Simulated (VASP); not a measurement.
# BiTe (Fm-3m) in VASP: notebook

Runs on BiTe. Level: PBE. Tasks: relaxation of cell and atoms.

Program: VASP 6.6.1. These are calculated values, not measurements. Logs are shortened: lines on timing, memory, paths and dates and some standing lists are left out, and cuts for length are marked.

## (1) The crystal as given

The structure is cubic, space group Fm-3m (No. 225). The conventional cell has a = 6.470 Å, b = 6.470 Å, c = 6.470 Å, α = 90.00°, β = 90.00°, γ = 90.00°. Bi (site symmetry m-3m) has 6 Te at 3.23 Å as nearest neighbours. Te (site symmetry m-3m) is surrounded by 6 Bi at 3.23 Å.

## (2) Relaxation of cell and atoms, PBE

File INCAR:

```
  PREC = Accurate
  ENCUT = 520
  EDIFF = 1E-6
  ISMEAR = 0
  SIGMA = 0.1
  LREAL = False
  LASPH = True
  NELM = 120
  ALGO = Normal
  ISIF = 3
  LWAVE = False
  LCHARG = False
  GGA = PE
  IBRION = 2
  NSW = 90
  EDIFFG = -0.01
```

File KPOINTS:

```
regular mesh
0
Gamma
  7 7 7
```

File POSCAR:

```
BiTe
1.0
    0.0000000000      3.2350000000      3.2350000000
    3.2350000000      0.0000000000      3.2350000000
    3.2350000000      3.2350000000      0.0000000000
Bi Te
1 1
Direct
    0.0000000000      0.0000000000      0.0000000000
    0.5000000000      0.5000000000      0.5000000000
```

Potentials or basis: VASP PAW PBE potentials, release 64 (Bi_d, Te).

Run with:

```console
cat potpaw_PBE.64/Bi_d/POTCAR potpaw_PBE.64/Te/POTCAR > POTCAR
mpirun -np 1 vasp_std > vasp.out
```

OUTCAR:

```text
PREC = Accurate
   ENCUT = 520
   EDIFF = 1E-6
   ISMEAR = 0
   LREAL = False
   LASPH = True
   NELM = 120
   ISIF = 3
   GGA = PE
   IBRION = 2
   NSW = 90
   EDIFFG = -0.01

 ion  position               nearest neighbor table
   1  0.000  0.000  0.000-   2 3.23   2 3.23   2 3.23   2 3.23   2 3.23   2 3.23
   2  0.500  0.500  0.500-   1 3.23   1 3.23   1 3.23   1 3.23   1 3.23   1 3.23

  LATTYP: Found a face centered cubic cell.
 ALAT       =     6.4700000000

  Lattice vectors:

 A1 = (   0.0000000000,   3.2350000000,   3.2350000000)
 A2 = (   3.2350000000,   0.0000000000,   3.2350000000)
 A3 = (   3.2350000000,   3.2350000000,   0.0000000000)

Analysis of symmetry for initial positions (statically):
=====================================================================
 Subroutine PRICEL returns:
 Original cell was already a primitive cell.

 Routine SETGRP: Setting up the symmetry group for a
 face centered cubic supercell.

 Subroutine GETGRP returns: Found 48 space group operations
 (whereof 48 operations were pure point group operations)
 out of a pool of 48 trial point group operations.

The static configuration has the point symmetry O_h .

Analysis of symmetry for dynamics (positions and initial velocities):
=====================================================================
 Subroutine PRICEL returns:
 Original cell was already a primitive cell.

 Routine SETGRP: Setting up the symmetry group for a
 face centered cubic supercell.

 Subroutine GETGRP returns: Found 48 space group operations
 (whereof 48 operations were pure point group operations)
 out of a pool of 48 trial point group operations.

The dynamic configuration has the point symmetry O_h .

 Subroutine INISYM returns: Found 48 space group operations
 (whereof 48 operations are pure point group operations),
 and found     1 'primitive' translations

----------------------------------------------------------------------------------------

                                     Primitive cell

  volume of cell :      67.7100

  direct lattice vectors                    reciprocal lattice vectors
     0.000000000  3.235000000  3.235000000    -0.154559505  0.154559505  0.154559505
     3.235000000  0.000000000  3.235000000     0.154559505 -0.154559505  0.154559505
     3.235000000  3.235000000  0.000000000     0.154559505  0.154559505 -0.154559505

  length of vectors
     4.574980874  4.574980874  4.574980874     0.267704916  0.267704916  0.267704916

  position of ions in fractional coordinates (direct lattice)
     0.000000000  0.000000000  0.000000000
[... 72 lines left out ...]
   NELM   =    120;   NELMIN=  2; NELMDL= -5     # of ELM steps
   EDIFF  = 0.1E-05   stopping-criterion for ELM
   LREAL  =      F    real-space projection
   EDIFFG = -.1E-01   stopping-criterion for IOM
   NSW    =     90    number of steps for IOM
   IBRION =      2    ionic relax: 0-MD 1-quasi-New 2-CG
   NFREE  =      1    steps in history (QN), initial steepest desc. (CG)
   ISIF   =      3    stress and relaxation
   ISYM   =      2    0-nonsym 1-usesym 2-fastsym
   POTIM  = 0.5000    time-step for ionic-motion
   TEBEG  =    0.0;   TEEND  =   0.0 temperature during run
   PSTRESS=    0.0 pullay stress
   NELECT =      21.0000    total number of electrons
   NUPDOWN=      -1.0000    fix difference up-down
   EMIN   =  10.00;   EMAX   =-10.00  energy-range for DOS
   EFERMI =   0.00;   METHOD = LEGACY
   ISMEAR =     0;   SIGMA  =   0.10  broadening in eV -4-tet -1-fermi 0-gaus
   EFERMI_NEDOS =   21; number of points for ismear=-14 and -15
   IALGO  =     38    algorithm
   IMIX   =      4    mixing-type and parameters
     AMIX     =   0.40;   BMIX     =  1.00
     AMIX_MAG =   1.60;   BMIX_MAG =  1.00
  volume/ion in A,a.u.               =      33.86       228.46
  Fermi-wavevector in a.u.,A,eV,Ry     =   1.108146  2.094092 16.707785  1.227988
  Thomas-Fermi vector in A             =   2.244669
   LORBIT       =      0    0 simple, 1 ext, 2 COOP (PROOUT), +10 PAW based schemes
   GGA     = PE    functional components
   LHFCALC =     F    Hartree Fock is set to
   AEXX    =    0.0000 exact exchange contribution
   IVDW    =     0    specifies the selected vdW correction
   LEPSILON=     F    determine dielectric tensor
   LRPA    =     F    only Hartree local field effects (RPA)
 conjugate gradient relaxation of ions
 non-spin polarized calculation
 Gauss-broadening in eV      SIGMA  =   0.10
  energy-cutoff  :      520.00
  volume of cell :       67.71
 maximum number of plane-waves:      1841
 NGX is ok and might be reduce to    36
   NGX = 17   NGY = 17   NGZ = 17

--------------------------------------- Ionic step        1  -------------------------------------------

 number of electron      21.0000001 magnetization

 Free energy of the ion-electron system (eV)
  ---------------------------------------------------
  ext. energy  EPLUGINS =         0.00000000
  ---------------------------------------------------
  free energy    TOTEN  =        -7.15356069 eV

  energy without entropy =       -7.13786024  energy(sigma->0) =       -7.14571046

------------------------ aborting loop because EDIFF is reached ----------------------------------------

  FORCE on cell =-STRESS in cart. coord.  units (eV):
  Direction    XX          YY          ZZ          XY          YZ          ZX
  --------------------------------------------------------------------------------------
  -------------------------------------------------------------------------------------
  Total        0.3671381      0.3671381      0.3671381      0.0000000     -0.0000000     -0.0000000
  in kB        8.6873464      8.6873464      8.6873464      0.0000000     -0.0000000     -0.0000000
  external PRESSURE =       8.6873464 kB  Pullay stress =       0.0000000 kB
[... 59 lines left out ...]
--------------------------------------- Ionic step        3  -------------------------------------------

 number of electron      20.9999996 magnetization

 Free energy of the ion-electron system (eV)
  ---------------------------------------------------
  ext. energy  EPLUGINS =         0.00000000
  ---------------------------------------------------
  free energy    TOTEN  =        -7.15686404 eV

  energy without entropy =       -7.14153424  energy(sigma->0) =       -7.14919914

 E-fermi :   6.4699     XC(G=0):  -9.3506

 val. band max:        6.4505167953   @ k =  -0.4286   0.1429   0.0000
 cond. band min:       6.4797838017   @ k =  -0.4286   0.1429   0.0000
 fundamental gap:      0.0292670064
 Fermi energy:         6.4698796312

 k-point     1 :       0.0000    0.0000    0.0000
  band No.  band energies     occupation
      1     -16.7112      2.00000
      2     -16.7112      2.00000
      3     -16.7096      2.00000
      4     -16.7096      2.00000
      5     -16.7096      2.00000
      6      -6.9616      2.00000
      7      -1.7557      2.00000
      8       3.9415      2.00000
      9       3.9415      2.00000
     10       3.9415      2.00000
     11       8.5515      0.00000
     12       8.5515      0.00000
     13       8.5515      0.00000
     14      11.1330      0.00000
[... 350 lines left out ...]
  FREE ENERGIE OF THE ION-ELECTRON SYSTEM (eV)
  ---------------------------------------------------
  free  energy   TOTEN  =        -7.1568640363 eV

  energy  without entropy=       -7.1415342377  energy(sigma->0) =       -7.14919914

 reached required accuracy - stopping structural energy minimisation
```

CONTCAR:

```text
BiTe
   1.00000000000000
     0.0000000000000000    3.2545433591447526    3.2545433591447526
     3.2545433591447526    0.0000000000000000    3.2545433591447526
     3.2545433591447526    3.2545433591447526   -0.0000000000000000
  Bi              Te
     1     1
Direct
     0.0000000000000000    0.0000000000000000    0.0000000000000000
     0.5000000000000000    0.5000000000000000    0.5000000000000000

  0.00000000E+00  0.00000000E+00  0.00000000E+00
  0.00000000E+00  0.00000000E+00  0.00000000E+00
```

It took 28 s on 1 thread of Intel Xeon Platinum 8488C (Sapphire Rapids), shared host; peak memory 0.22 GiB.

What came out:

```
Free energy                            : -7.1569 eV
Relaxed volume                         : 34.47 Å³/atom
Relaxed cell                           : a = 4.603 Å, b = 4.603 Å, c = 4.603 Å, α = 60.00°, β = 60.00°, γ = 60.00°
Space group after relaxing (to 0.05 Å) : Fm-3m (No. 225)
Energy gained by relaxing              : 1.7 meV/atom
Ionic steps                            : 3
Pressure after relaxing                : 0.0 GPa
Band gap on the k mesh                 : none (metal or under the smearing width)
```

Step by step:
| step | energy change (eV) | largest force (eV/Å) | pressure (GPa) | volume (Å³) |
| --- | --- | --- | --- | --- |
| 1 | 0.0000 | 0.0000 | 0.87 | 67.71 |
| 2 | -0.0026 | 0.0000 | -0.39 | 69.52 |
| 3 | -0.0033 | 0.0000 | 0.01 | 68.94 |

Final structure:
```
CELL_PARAMETERS angstrom
0.00000 3.25454 3.25454
3.25454 0.00000 3.25454
3.25454 3.25454 0.00000
ATOMIC_POSITIONS crystal
Bi 0.00000 0.00000 0.00000
Te 0.50000 0.50000 0.50000
```

Levels at points of the mesh, in eV from the Fermi level:
| k point | band 7 | band 8 | band 9 | band 10 | band 11 | band 12 | band 13 | band 14 |
| --- | --- | --- | --- | --- | --- | --- | --- | --- |
| (0.00, 0.00, 0.00) | -8.23 | -2.53 | -2.53 | -2.53 | 2.08 | 2.08 | 2.08 | 4.66 |

Caveat: spin-orbit coupling is left out, which moves the levels of the heavy elements. Zero-point motion and thermal expansion aren't in these numbers.

## (3) Relaxation of cell and atoms, PBE

This run uses another cell than the first one, of 34.47 Å³/atom, 1.018 times its volume.

Edit INCAR of step 2 so:

```diff
@@ -2,3 +2,3 @@
   ENCUT = 520
-  EDIFF = 1E-6
+  EDIFF = 1E-7
   ISMEAR = 0
@@ -14,3 +14,4 @@
   IBRION = 2
-  NSW = 90
-  EDIFFG = -0.01
+  NSW = 60
+  EDIFFG = -0.005
+  POTIM = 0.3
```

KPOINTS is that of step 2.

File POSCAR:

```
BiTe                                    
1.0
    0.0000000000      3.2545433591      3.2545433591
    3.2545433591      0.0000000000      3.2545433591
    3.2545433591      3.2545433591     -0.0000000000
  Bi              Te            
     1     1
Direct
     0.0000000000000000    0.0000000000000000    0.0000000000000000
     0.5000000000000000    0.5000000000000000    0.5000000000000000
```

Potentials or basis: VASP PAW PBE potentials, release 64 (Bi_d, Te).

Run with:

```console
cat potpaw_PBE.64/Bi_d/POTCAR potpaw_PBE.64/Te/POTCAR > POTCAR
mpirun -np 1 vasp_std > vasp.out
```

Wall time 18 s (1 thread of Intel Xeon Platinum 8488C (Sapphire Rapids), shared host); peak memory 0.21 GiB.

It converged, with:

```yaml
Free_energy: -7.1571 eV
Pressure_after_relaxing: 0.0 GPa
Band_gap_on_the_k_mesh: none (metal or under the smearing width)
```

Final structure:
```
CELL_PARAMETERS angstrom
0.00000 3.25454 3.25454
3.25454 0.00000 3.25454
3.25454 3.25454 0.00000
ATOMIC_POSITIONS crystal
Bi 0.00000 0.00000 0.00000
Te 0.50000 0.50000 0.50000
```

Levels at points of the mesh, in eV from the Fermi level:
| k point | band 6 | band 7 | band 8 | band 9 | band 10 | band 11 | band 12 | band 13 | band 14 |
| --- | --- | --- | --- | --- | --- | --- | --- | --- | --- |
| (0.00, 0.00, 0.00) | -13.43 | -8.23 | -2.53 | -2.53 | -2.53 | 2.08 | 2.08 | 2.08 | 4.66 |

Caveat: the relaxation stopped at its first step, so nothing moved; spin-orbit coupling is left out, which moves the levels of the heavy elements.
